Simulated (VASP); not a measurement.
Write the native input for VASP 6.6.1 that does the following.

- Task: relaxation of cell and atoms
- Functional: PBE
- Dispersion: D3(BJ)
- Potentials or basis: VASP PAW PBE potentials, release 64 (Se, Pt)
- Cutoff: 600 eV
- k mesh: 9 × 9 × 1
- Occupations: gaussian, width 0.03 eV
- Spin: no spin polarisation
- Further INCAR settings: ALGO = Normal; EDIFF = 1e-07; IBRION = 2; EDIFFG = -0.005; NSW = 90; ISIF = 3

The structure of PtSe2 lies in POSCAR:

```
PtSe2                                   
1.0
    3.7483432905      0.0000000000      0.0000000000
   -1.8741716453      3.2461605079      0.0000000000
    0.0000000000      0.0000000000     30.6550000000
  Se              Pt            
     6     3
Direct
     0.6666666699999979    0.3333333300000021    0.2983286301861160
     0.3333333300000021    0.6666666699999979    0.3829295494013519
     0.6666666699999979    0.3333333300000021    0.4577810124467700
     0.3333333300000021    0.6666666699999979    0.5422189875532299
     0.6666666699999979    0.3333333300000021    0.6170704505986483
     0.3333333300000021    0.6666666699999979    0.7016713698138840
     0.0000000000000000    0.0000000000000000    0.3411733384698296
     0.0000000000000000    1.0000000000000000    0.5000000000000000
     0.0000000000000000    0.0000000000000000    0.6588266615301704
```

The input as run:

INCAR

```
  ALGO = Normal
  EDIFF = 1E-7
  EDIFFG = -0.005
  ENCUT = 600
  GGA = PE
  IBRION = 2
  ISIF = 3
  ISMEAR = 0
  IVDW = 12
  KPAR = 4
  LASPH = True
  LATTICE_CONSTRAINTS = .TRUE. .TRUE. .FALSE.
  LCHARG = False
  LREAL = False
  LWAVE = False
  NELM = 80
  NSW = 90
  PREC = Accurate
  SIGMA = 0.03
```

KPOINTS

```
k-points
0
Gamma
  9 9 1
```

Potentials or basis: VASP PAW PBE potentials, release 64 (Se, Pt).

The run is started by

```console
$ cat potpaw_PBE.64/Se/POTCAR potpaw_PBE.64/Pt/POTCAR > POTCAR
$ mpirun -np 4 vasp_std > vasp.out
```

It gave:

- Energy gained by relaxing: 0.0 meV/atom
- Ionic steps: 2
- Largest force after relaxing: 0.005 eV/Å
- Band gap on the k mesh: 0.04 eV, indirect (least direct gap 0.80 eV)
- Dispersion energy per atom: -0.420 eV

Caveat: spin-orbit coupling is left out, which moves the levels of the heavy elements.

Run time: 2.2 min on 4 MPI ranks on Intel(R) Xeon(R) Platinum 8488C (Sapphire Rapids), on a shared host, peak memory 0.67 GiB a rank.
